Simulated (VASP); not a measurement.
A run of VASP 6.6.1 is set up as follows.

INCAR

```
SYSTEM = Li2S
ALGO = Normal
EDIFF = 1E-7
ENCUT = 900
GGA = PS
ISIF = 2
ISMEAR = 0
LASPH = .True.
LCHARG = .False.
LREAL = .False.
LWAVE = .False.
NBANDS = 13
NELM = 60
PREC = Accurate
SIGMA = 0.02
```

File KPOINTS:

```
k-points
0
Gamma
  8 8 8
  0 0 0
```

The input POSCAR:

```
Li2S
1.0
    0.0000000000      2.8263500000      2.8263500000
    2.8263500000      0.0000000000      2.8263500000
    2.8263500000      2.8263500000      0.0000000000
Li S
2 1
Direct
    0.7500000000      0.7500000000      0.7500000000
    0.2500000000      0.2500000000      0.2500000000
    0.0000000000      0.0000000000      0.0000000000
```

Potentials or basis: VASP PAW PBE potentials, release 64 (Li_sv, S_h).

Launch:

```sh
$ cat potpaw_PBE.64/Li_sv/POTCAR potpaw_PBE.64/S_h/POTCAR > POTCAR
$ mpirun -np 1 vasp_std > vasp.out
```

Q: Estimate the pressure.

A: 0.1 GPa.

Q: What does it give for the band gap on the k mesh?

A: 3.20 eV, indirect (least direct gap 4.22 eV).

Caveat: the PAW data sets were made with another functional, which shifts forces and pressure a little. A k mesh can miss the band edges.
